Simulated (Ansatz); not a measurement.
`CC(C)O[SiH3]` → SiH₄ + acetone at 700 K and 1 bar (β-hydride elimination).

Gas-phase electronic energies from Ansatz, PBE0-D4/def2-TZVP geometries. CCSD(T)/CBS is the MP2 limit (def2-TZVPP, def2-QZVPP) plus CCSD(T) − MP2 in def2-TZVPP, frozen cores. This one scheme is used for every species. Each species was taken in one conformer, which may not be the lowest.

```csv
species,CCSD(T)/CBS energy (Eh),H − E (kJ/mol),S (J/(mol·K))
`CC(C)O[SiH3]`,-484.46277,417.0,503.9
SiH₄,-291.46306,115.5,252.9
`CC(C)=O`,-192.94016,281.2,392.6
```

H − E and S are ideal-gas, rigid-rotor, harmonic terms from PBE0-D4/def2-TZVP, for one conformer and one mirror image of each species. 1 Eh = 2625.50 kJ/mol, R = 8.31446 J/(mol·K).

Task: By hand: ΔE, ΔH, ΔS and ΔG.

Result: ΔE = (-291.46306) + (-192.94016) − (-484.46277) = 0.05955 Eh = 156.3 kJ/mol. Δ(H − E) = 115.5 + 281.2 − 417.0 = -20.3, so ΔH = 136.0 kJ/mol. ΔS = 252.9 + 392.6 − 503.9 = 141.6 J/(mol·K). ΔG = 136.0 − 700 × (141.6)/1000 = 36.9 kJ/mol.

Task: By hand: the equilibrium constant, and the temperature at which ΔG would vanish if ΔH and ΔS stayed fixed.

Result: log₁₀ K = −ΔG/(RT ln 10) = -2.8. ΔG = 0 at ΔH/ΔS = 960 K.

The number of gas molecules changes by +1, which sets the sign of ΔS. A doubt of 5 kJ/mol in ΔE shifts log₁₀ K by 0.4 here. Other conformers and mirror images would add mixing entropy, several J/(mol·K) or more a flexible species. Modes under 60 cm⁻¹, often nearly free rotors, make the harmonic entropy too high. These are equilibria of isolated gas molecules and say nothing of rates. Largest T1 diagnostic: 0.013 (customary marks: 0.02 for closed shells, 0.045 for open ones).
